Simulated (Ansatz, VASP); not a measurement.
# Sn in VASP and in Ansatz

```
CELL_PARAMETERS angstrom
3.39569 3.39569 0.00000
-3.39569 3.39569 0.00000
0.00000 0.00000 6.52156
ATOMIC_POSITIONS crystal
Sn 0.00000 0.00000 0.50000
Sn 0.00000 0.50000 0.25000
Sn 0.50000 0.50000 0.00000
Sn 0.50000 0.00000 0.75000
```

Change from the starting cell: biaxial strain in the a-b plane, c and atoms relaxed: +2.0 %.

Alike in both runs: functional PBE; k mesh 10 × 10 × 6; occupations gaussian, width 0.1 eV; no spin polarisation.

Ansatz relaxed the structure, and its values are those at the end. VASP's run is a single point on that final structure, the one shown.

|  | VASP | Ansatz |
| --- | --- | --- |
| version | VASP 6.6.1 | Ansatz 0.2.0 |
| potentials or method | VASP PAW PBE potentials, release 64 (Sn_d) | scalar-relativistic, plane waves, PAW |
| plane-wave cutoff (eV) | 520 | 420 |
| valence electrons in the cell | 56 | 56 |

|  | VASP | Ansatz | Ansatz less VASP |
| --- | --- | --- | --- |
| gap on the k mesh at the Fermi level (eV) | none | none | - |
| pressure (GPa) | -0.7 | -0.7 | +0.04 |

A gap of «none» marks a metal or a gap that the smearing closes.
